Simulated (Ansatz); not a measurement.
Planning a run of Ansatz 0.2.0 on BAs (honeycomb bilayer). The input:

```yaml
crystal:
  lattice:
    - [3.3724150749, 0.0, 0.0]
    - [-1.6862075375, 2.920597127, 0.0]
    - [0.0, 0.0, 30.5]
  atoms:
    - { symbol: B, position: [0.3333333333, 0.6666666667, 0.4401952518] }
    - { symbol: As, position: [0.6666666667, 0.3333333333, 0.4402614248] }
    - { symbol: B, position: [0.3333333333, 0.6666666667, 0.5598047482] }
    - { symbol: As, position: [0.0, 0.0, 0.5597385752] }
  periodic: [true, true, false]
kpoints:
  mp_grid: { grid: [6, 6, 1] }
hamiltonian:
  xc: pbe
  pseudopotentials: { kind: paw, azcp: { folder: soft_1 } }
scf:
  occupations: { method: fixed }
  convergence: { dr2_threshold: 1.0e-10 }
gw:
  n_empty_bands: 443
  ecut_chi: 75.0
  qp_bands: [v2, c2]
  qp_kpoints: band_edges
  screening: { model: contour_deformation }
```

```sh
ansatz run input.yaml --threads 4 --pin off --max-ram 17510MiB --backend cpu --events-out ev --progress --plain --runs-dir out
```

Q: How long will it take on 4 threads of Arm Neoverse V1, shared host, and how much memory?

It took 2.4 min; on shared hardware allow 73 s to 4.9 min. Peak host memory was 2.6 GiB. The sizes that set the cost: 5897 plane waves a state, 7 irreducible k points, 461 bands summed, 469 plane waves in the screening and 10 SCF cycles.

The screening grows as filled bands × empty bands × pairs of k points, times the square of the screening basis for the matrix.

[Paths, hosts, dates, memory and timing lines, banners, echoed tables and standing remarks are left out of the program output.]

[Logs are printed without paths, hosts, clocks, repeated set-up lines and the standing remarks that a program may print on its own settings, such as how far it seeks lower states.]

[Runs of the session that timed out or met a known fault of the program may be left out.]

[Cells called generated may have been cut or substituted from an entry of the Crystallography Open Database or the Materials Project.]

[Hosts, paths, dates, database ids (printed as entryN), source tags and the programs' standing remarks are cut or masked in the printed files.]
